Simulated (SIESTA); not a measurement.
NiSb (Breithauptite):

```
Sb Ni
1.0
     3.92800    0.00000    0.00000
    -1.96400    3.40175    0.00000
     0.00000    0.00000    5.12000
Sb Ni
2 2
Cartesian
  1.9640 1.1339 3.8400
  0.0000 2.2678 1.2800
  0.0000 0.0000 2.5600
  0.0000 0.0000 0.0000
```

Program: SIESTA 5.4.2. Alike in all runs: task single point; spin collinear, ferromagnetic start; cell as given; k mesh 6 × 6 × 4; smearing fermi-dirac 0.05 eV; grid cutoff 800 Ry; energy shift 0.003 Ry.

Question: Order these runs on this cell by their pressure, lowest first.
A. level BLYP; potentials or basis PseudoDojo 0.4 standard (PBE files), DZP (energy shift 0.003 Ry; two zetas on semicore shells)
B. level PBEsol; potentials or basis PseudoDojo 0.4 standard (PBEsol files), DZP (energy shift 0.003 Ry; two zetas on semicore shells)
C. level LDA; potentials or basis PseudoDojo 0.4 standard (LDA files), DZP (energy shift 0.003 Ry; two zetas on semicore shells)
D. level PBE; potentials or basis PseudoDojo 0.4 standard (PBE files), DZP (energy shift 0.003 Ry; two zetas on semicore shells)
E. level revPBE; potentials or basis PseudoDojo 0.4 standard (PBE files), DZP (energy shift 0.003 Ry; two zetas on semicore shells)

Answer: C (-3.7 GPa), B (-0.1 GPa), D (5.6 GPa), E (7.7 GPa), A (13.0 GPa).

Caveats: short orbitals over semicore shells can move pressures by several GPa; the basis of atomic orbitals isn't converged, which shifts pressures, moduli and gaps; the potentials were made for another functional, which shifts forces and pressure (some runs).
